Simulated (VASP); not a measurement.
# Ni (Im-3m) in VASP: single point with PBEsol+D4+U

Aim: the single point of Ni with PBEsol+D4+U.

Program: VASP 6.6.1. These are calculated values, not measurements. Logs are shortened: lines on timing, memory, paths and dates and some standing lists are left out, and cuts for length are marked.

**1. Starting point**

The structure is cubic, space group Im-3m (No. 229). Conventional cell: a = 2.767 Å, b = 2.767 Å, c = 2.767 Å, α = 90.00°, β = 90.00°, γ = 90.00°. Ni (site symmetry m-3m) is surrounded by 8 Ni at 2.40 Å.

This isn't the form of Ni at room conditions, which is fcc.

**2. Single point, PBEsol+D4+U, collinear spin, typed start**

Contents of INCAR:

```
SYSTEM = Ni
ALGO = Fast ; EDIFF = 1E-7
ENCUT = 520 ; GGA = PS
ISIF = 2 ; ISMEAR = -5
ISPIN = 2 ; IVDW = 13
LASPH = .TRUE. ; LCHARG = .TRUE.
LDAU = .TRUE. ; LDAUJ = 0
LDAUL = 2 ; LDAUPRINT = 1
LDAUTYPE = 2 ; LDAUU = 4.5
LELF = .TRUE. ; LMAXMIX = 4
LORBIT = 11 ; LREAL = .FALSE.
LVHAR = .TRUE. ; LWAVE = .FALSE.
MAGMOM = 1 ; NBANDS = 15
NELM = 150 ; PREC = Accurate
SIGMA = 0.1
```

Contents of KPOINTS:

```
k-points
0
G
  13 13 13
  0 0 0
```

Contents of POSCAR:

```
Ni
1.0
   -1.3837154700      1.3837154700      1.3837154700
    1.3837154700     -1.3837154700      1.3837154700
    1.3837154700      1.3837154700     -1.3837154700
Ni
1
Direct
    0.0000000000      0.0000000000      0.0000000000
```

Potentials or basis: VASP PAW PBE potentials, release 64 (Ni).

Launch:

```console
cat potpaw_PBE.64/Ni/POTCAR > POTCAR
mpirun -np 1 vasp_std > vasp.out
```

OUTCAR:

```text
SYSTEM = Ni
   EDIFF = 1E-7
   ENCUT = 520
   GGA = PS
   ISIF = 2
   ISMEAR = -5
   ISPIN = 2
   IVDW = 13
   LASPH = .TRUE.
   LORBIT = 11
   LREAL = .FALSE.
   NELM = 150
   PREC = Accurate

 ion  position               nearest neighbor table
   1  0.000  0.000  0.000-

  LATTYP: Found a body centered cubic cell.
 ALAT       =     2.7674309400

  Lattice vectors:

 A1 = (  -1.3837154700,   1.3837154700,   1.3837154700)
 A2 = (   1.3837154700,  -1.3837154700,   1.3837154700)
 A3 = (   1.3837154700,   1.3837154700,  -1.3837154700)

Analysis of symmetry for initial positions (statically):
=====================================================================
 Subroutine PRICEL returns:
 Original cell was already a primitive cell.

 Routine SETGRP: Setting up the symmetry group for a
 body centered cubic supercell.

 Subroutine GETGRP returns: Found 48 space group operations
 (whereof 48 operations were pure point group operations)
 out of a pool of 48 trial point group operations.

The static configuration has the point symmetry O_h .

Analysis of symmetry for dynamics (positions and initial velocities):
=====================================================================
 Subroutine PRICEL returns:
 Original cell was already a primitive cell.

 Routine SETGRP: Setting up the symmetry group for a
 body centered cubic supercell.

 Subroutine GETGRP returns: Found 48 space group operations
 (whereof 48 operations were pure point group operations)
 out of a pool of 48 trial point group operations.

The dynamic configuration has the point symmetry O_h .

Analysis of structural, dynamic, and magnetic symmetry:
=====================================================================
 Subroutine PRICEL returns:
 Original cell was already a primitive cell.

 Routine SETGRP: Setting up the symmetry group for a
 body centered cubic supercell.

 Subroutine GETGRP returns: Found 48 space group operations
 (whereof 48 operations were pure point group operations)
 out of a pool of 48 trial point group operations.

The overall configuration has the point symmetry O_h .

 Subroutine INISYM returns: Found 48 space group operations
 (whereof 48 operations are pure point group operations),
 and found     1 'primitive' translations

----------------------------------------------------------------------------------------

                                     Primitive cell

  volume of cell :      10.5974

  direct lattice vectors                    reciprocal lattice vectors
    -1.383715470  1.383715470  1.383715470     0.000000000  0.361345964  0.361345964
     1.383715470 -1.383715470  1.383715470     0.361345964  0.000000000  0.361345964
     1.383715470  1.383715470 -1.383715470     0.361345964  0.361345964  0.000000000

  length of vectors
     2.396665497  2.396665497  2.396665497     0.511020363  0.511020363  0.511020363

  position of ions in fractional coordinates (direct lattice)
     0.000000000  0.000000000  0.000000000

  ion indices of the primitive-cell ions
   primitive index   ion index
                 1           1

----------------------------------------------------------------------------------------

 KPOINTS: k-points

Automatic generation of k-mesh.
 Grid dimensions read from file:
 generate k-points for:   13   13   13

 Generating k-lattice:

  Cartesian coordinates                     Fractional coordinates (reciprocal lattice)
     0.000000000  0.027795843  0.027795843     0.076923077  0.000000000  0.000000000
     0.027795843  0.000000000  0.027795843     0.000000000  0.076923077  0.000000000
     0.027795843  0.027795843  0.000000000     0.000000000  0.000000000  0.076923077

  Length of vectors
     0.039309259  0.039309259  0.039309259

  Shift w.r.t. Gamma in fractional coordinates (k-lattice)
     0.000000000  0.000000000  0.000000000

 TETIRR: Found   2490 inequivalent tetrahedra from    13182

 Subroutine IBZKPT returns following result:
 ===========================================

 Found     84 irreducible k-points:

 Following reciprocal coordinates:
            Coordinates               Weight
  0.000000  0.000000  0.000000      1.000000
  0.076923  0.000000  0.000000     12.000000
  0.153846  0.000000  0.000000     12.000000
  0.230769  0.000000  0.000000     12.000000
  0.307692  0.000000  0.000000     12.000000
  0.384615  0.000000  0.000000     12.000000
[... 16 lines left out ...]
  0.153846  0.076923  0.076923     24.000000
  0.230769  0.076923  0.076923     24.000000
 [... further k-points ...]
   k-points           NKPTS =     84   k-points in BZ     NKDIM =     84   number of bands    NBANDS=     15
   number of dos      NEDOS =    301   number of ions     NIONS =      1
   total plane-waves  NPLWV =   5832
   dimension x,y,z NGX =    18 NGY =   18 NGZ =   18
   dimension x,y,z NGXF=    36 NGYF=   36 NGZF=   36
   ions per type =               1
   NGX,Y,Z   is equivalent  to a cutoff of  12.49, 12.49, 12.49 a.u.
   NGXF,Y,Z  is equivalent  to a cutoff of  24.97, 24.97, 24.97 a.u.
 SYSTEM =  Ni
   PREC   = accura    normal or accurate (medium, high low for compatibility)
   ISTART =      0    job   : 0-new  1-cont  2-samecut
   ICHARG =      2    charge: 1-file 2-atom 10-const
   ISPIN  =      2    spin polarized calculation?
   LNONCOLLINEAR =      F non collinear calculations
   LSORBIT =      F    spin-orbit coupling
   LASPH  =      T    aspherical Exc in radial PAW
   ENCUT  =  520.0 eV  38.22 Ry    6.18 a.u.   4.46  4.46  4.46*2*pi/ulx,y,z
   NELM   =    150;   NELMIN=  2; NELMDL= -5     # of ELM steps
   EDIFF  = 0.1E-06   stopping-criterion for ELM
   LREAL  =      F    real-space projection
   EDIFFG = 0.1E-05   stopping-criterion for IOM
   NSW    =      0    number of steps for IOM
   IBRION =     -1    ionic relax: 0-MD 1-quasi-New 2-CG
   NFREE  =      0    steps in history (QN), initial steepest desc. (CG)
   ISIF   =      2    stress and relaxation
   ISYM   =      2    0-nonsym 1-usesym 2-fastsym
   POTIM  = 0.5000    time-step for ionic-motion
   TEBEG  =    0.0;   TEEND  =   0.0 temperature during run
   PSTRESS=    0.0 pullay stress
   NELECT =      10.0000    total number of electrons
   NUPDOWN=      -1.0000    fix difference up-down
   EMIN   =  10.00;   EMAX   =-10.00  energy-range for DOS
   EFERMI =   0.00;   METHOD = LEGACY
   ISMEAR =    -5;   SIGMA  =   0.10  broadening in eV -4-tet -1-fermi 0-gaus
   EFERMI_NEDOS =   21; number of points for ismear=-14 and -15
   IALGO  =     68    algorithm
   IMIX   =      4    mixing-type and parameters
     AMIX     =   0.40;   BMIX     =  1.00
     AMIX_MAG =   1.60;   BMIX_MAG =  1.00
  volume/ion in A,a.u.               =      10.60        71.51
  Fermi-wavevector in a.u.,A,eV,Ry     =   1.605738  3.034405 35.081190  2.578395
  Thomas-Fermi vector in A             =   2.702037
   LORBIT       =     11    0 simple, 1 ext, 2 COOP (PROOUT), +10 PAW based schemes
 LDA+U is selected, type is set to LDAUTYPE =  2
   angular momentum for each species LDAUL =     2
   U (eV)           for each species LDAUU =   4.5
   J (eV)           for each species LDAUJ =   0.0
   GGA     = PS    functional components
   LHFCALC =     F    Hartree Fock is set to
   AEXX    =    0.0000 exact exchange contribution
   IVDW    =    13    specifies the selected vdW correction
   LEPSILON=     F    determine dielectric tensor
   LRPA    =     F    only Hartree local field effects (RPA)
 spin polarized calculation
 RMM-DIIS sequential band-by-band and
 Fermi weights with tetrahedron method with Bloechl corrections
  energy-cutoff  :      520.00
  volume of cell :       10.60
 maximum number of plane-waves:       321
 NGX is ok and might be reduce to    18
   NGX =  9   NGY =  9   NGZ =  9

atom =   1  type =  1  l = 2

 onsite density matrix

spin component  1

  0.9266 -0.0000  0.0000 -0.0000 -0.0000
 -0.0000  0.9266 -0.0000 -0.0000  0.0000
  0.0000 -0.0000  0.9272 -0.0000 -0.0000
 -0.0000 -0.0000 -0.0000  0.9266 -0.0000
 -0.0000  0.0000 -0.0000 -0.0000  0.9272

spin component  2

  0.7026  0.0000 -0.0000  0.0000  0.0000
  0.0000  0.7026  0.0000  0.0000  0.0000
 -0.0000  0.0000  0.9161  0.0000  0.0000
  0.0000  0.0000  0.0000  0.7026 -0.0000
  0.0000  0.0000  0.0000 -0.0000  0.9161

 occupancies and eigenvectors

  o =  0.7026  v =  0.0000  0.0000  0.0000  0.0000  0.0000  0.0000 -0.7840 -0.0000 -0.6207  0.0000      0.0000  0.0000  0.0000  0.0000  0.0000  0.0000  0.0000  0.0000  0.0000  0.0000
  o =  0.7026  v =  0.0000  0.0000  0.0000  0.0000  0.0000  0.0000  0.6207 -0.0000 -0.7840 -0.0000      0.0000  0.0000  0.0000  0.0000  0.0000  0.0000  0.0000  0.0000  0.0000  0.0000
  o =  0.7026  v =  0.0000  0.0000  0.0000  0.0000  0.0000  1.0000  0.0000  0.0000  0.0000  0.0000      0.0000  0.0000  0.0000  0.0000  0.0000  0.0000  0.0000  0.0000  0.0000  0.0000
  o =  0.9161  v =  0.0000  0.0000  0.0000  0.0000  0.0000  0.0000  0.0000 -0.9990  0.0000  0.0453      0.0000  0.0000  0.0000  0.0000  0.0000  0.0000  0.0000  0.0000  0.0000  0.0000
  o =  0.9161  v =  0.0000  0.0000  0.0000  0.0000  0.0000  0.0000  0.0000  0.0453 -0.0000  0.9990      0.0000  0.0000  0.0000  0.0000  0.0000  0.0000  0.0000  0.0000  0.0000  0.0000
  o =  0.9266  v =  0.0000 -0.3154  0.0000  0.9490  0.0000  0.0000  0.0000  0.0000  0.0000  0.0000      0.0000  0.0000  0.0000  0.0000  0.0000  0.0000  0.0000  0.0000  0.0000  0.0000
  o =  0.9266  v =  1.0000  0.0000  0.0000  0.0000  0.0000  0.0000  0.0000  0.0000  0.0000  0.0000      0.0000  0.0000  0.0000  0.0000  0.0000  0.0000  0.0000  0.0000  0.0000  0.0000
  o =  0.9266  v =  0.0000  0.9490  0.0000  0.3154  0.0000  0.0000  0.0000  0.0000  0.0000  0.0000      0.0000  0.0000  0.0000  0.0000  0.0000  0.0000  0.0000  0.0000  0.0000  0.0000
  o =  0.9272  v =  0.0000 -0.0000  0.0810 -0.0000  0.9967  0.0000  0.0000  0.0000  0.0000  0.0000      0.0000  0.0000  0.0000  0.0000  0.0000  0.0000  0.0000  0.0000  0.0000  0.0000
  o =  0.9272  v =  0.0000 -0.0000  0.9967 -0.0000 -0.0810  0.0000  0.0000  0.0000  0.0000  0.0000      0.0000  0.0000  0.0000  0.0000  0.0000  0.0000  0.0000  0.0000  0.0000  0.0000

 number of electron      10.0000004 magnetization       0.6194525

 Free energy of the ion-electron system (eV)
  ---------------------------------------------------
  ext. energy  EPLUGINS =         0.00000000
  ---------------------------------------------------
  free energy    TOTEN  =        -3.28563783 eV

  energy without entropy =       -3.28563783  energy(sigma->0) =       -3.28563783

 E-fermi :   8.7961     XC(G=0): -13.5101

 val. band max:        8.9459860089   @ k =  -0.3846  -0.3846   0.1538
 cond. band min:       8.7954787400   @ k =  -0.2308   0.3077   0.0769
 fundamental gap:     -0.1505072689
 Fermi energy:         8.7961420072

 spin component 1

 k-point     1 :       0.0000    0.0000    0.0000
  band No.  band energies     occupation
      1       0.3678      1.00000
      2       5.5165      1.00000
      3       5.5165      1.00000
      4       5.5165      1.00000
      5       7.1745      1.00000
      6       7.1745      1.00000
      7      36.1683      0.00000
      8      36.1683      0.00000
      9      36.1683      0.00000
     10      39.6611      0.00000
     11      39.6611      0.00000
     12      39.7250      0.00000
     13      39.7251      0.00000
     14      39.7251      0.00000
     15      42.5270      0.00000

 k-point     2 :       0.0769    0.0000    0.0000
  band No.  band energies     occupation
      1       0.6166      1.00000
      2       5.4588      1.00000
      3       5.5177      1.00000
      4       5.6391      1.00000
      5       7.1175      1.00000
      6       7.1790      1.00000
      7      33.5205      0.00000
      8      35.2729      0.00000
      9      35.4212      0.00000
     10      38.0546      0.00000
     11      38.8640      0.00000
     12      39.4382      0.00000
     13      41.0441      0.00000
     14      41.1222      0.00000
     15      44.1371      0.00000
[... 815 lines left out ...]
 k-point    24 :       0.2308    0.0769    0.0769
  band No.  band energies     occupation
      1       3.9668      1.00000
      2       6.4942      1.00000
      3       6.5814      1.00000
      4       7.8220      1.00000
      5       7.9216      1.00000
      6       9.5890     -0.01743
      7      22.5663      0.00000
      8      27.0756      0.00000
      9      28.8166      0.00000
     10      37.1496      0.00000
     11      40.2754      0.00000
     12      43.6763      0.00000
     13      45.5685      0.00000
     14      48.6390      0.00000
     15      52.3610      0.00000

 [... further k-points ...]

------------------------ aborting loop because EDIFF is reached ----------------------------------------

  DFT-D4 for vdW energy calculation

  Edisp (eV):   -0.26827

  FORCE on cell =-STRESS in cart. coord.  units (eV):
  Direction    XX          YY          ZZ          XY          YZ          ZX
  --------------------------------------------------------------------------------------
  -------------------------------------------------------------------------------------
  Total      -1.07906    -1.07906    -1.07906     0.00000     0.00000     0.00000
  in kB    -163.13802  -163.13802  -163.13802     0.00000     0.00000     0.00000
  external pressure =     -163.14 kB  Pullay stress =        0.00 kB

 VOLUME and BASIS-vectors are now :
 -----------------------------------------------------------------------------
  energy-cutoff  :      520.00
  volume of cell :       10.60
      direct lattice vectors                 reciprocal lattice vectors
    -1.383715470  1.383715470  1.383715470     0.000000000  0.361345964  0.361345964
     1.383715470 -1.383715470  1.383715470     0.361345964  0.000000000  0.361345964
     1.383715470  1.383715470 -1.383715470     0.361345964  0.361345964  0.000000000

 POSITION                                       TOTAL-FORCE (eV/Angst)
 -----------------------------------------------------------------------------------
      0.00000      0.00000      0.00000        -0.000000      0.000000     -0.000000
 -----------------------------------------------------------------------------------
    total drift:                                0.000000      0.000000      0.000000

  FREE ENERGIE OF THE ION-ELECTRON SYSTEM (eV)
  ---------------------------------------------------
  free  energy   TOTEN  =        -3.5539079730 eV

  energy  without entropy=       -3.5539079730  energy(sigma->0) =       -3.55390797

 total charge

# of ion       s       p       d       tot
------------------------------------------
    1        0.486   0.445   8.543   9.474

 magnetization (x)

# of ion       s       p       d       tot
------------------------------------------
    1       -0.017  -0.034   0.695   0.645
```

It took 26 s on 1 thread of Intel Xeon 6975P-C (Granite Rapids), shared host; peak memory 0.14 GiB.

What came out:

| Item | Value |
| --- | --- |
| Free energy | -3.5539 eV |
| Pressure | -16.3 GPa |
| Band gap on the k mesh | none (metal or under the smearing width) |
| Net moment | 0.62 μB per cell |
| Site moments | Ni +0.65 μB |
| Valence electrons inside the program's atomic spheres | Ni 9.47 |
| Dispersion energy per atom | -0.268 eV |

Levels at points of the mesh, in eV from the Fermi level:
Spin up:
| k point | band 1 | band 2 | band 3 | band 4 | band 5 | band 6 | band 7 | band 8 | band 9 | band 10 |
| --- | --- | --- | --- | --- | --- | --- | --- | --- | --- | --- |
| (0.00, 0.00, 0.00) | -8.43 | -3.28 | -3.28 | -3.28 | -1.62 | -1.62 | 27.37 | 27.37 | 27.37 | 30.86 |
Spin down:
```
           k point  band 1  band 2  band 3  band 4  band 5  band 6  band 7  band 8  band 9  band 10
(0.00, 0.00, 0.00)   -8.50   -1.45   -1.45   -1.45   -1.11   -1.11   27.19   27.19   27.19    30.78
```

Eigenvalues of the final occupation matrices:
```csv
site,spin,trace,eigenvalues
site 1 d,1,4.63,0.93 0.93 0.93 0.93 0.93
site 1 d,2,3.94,0.70 0.70 0.70 0.92 0.92
```

Caveat: the PAW data sets were made with another functional, which shifts forces and pressure a little; pairwise dispersion overbinds metals, which lowers pressure and volume; the U is typed as a test and isn't derived for this compound; tetrahedron occupations give inexact forces and stress in metals.
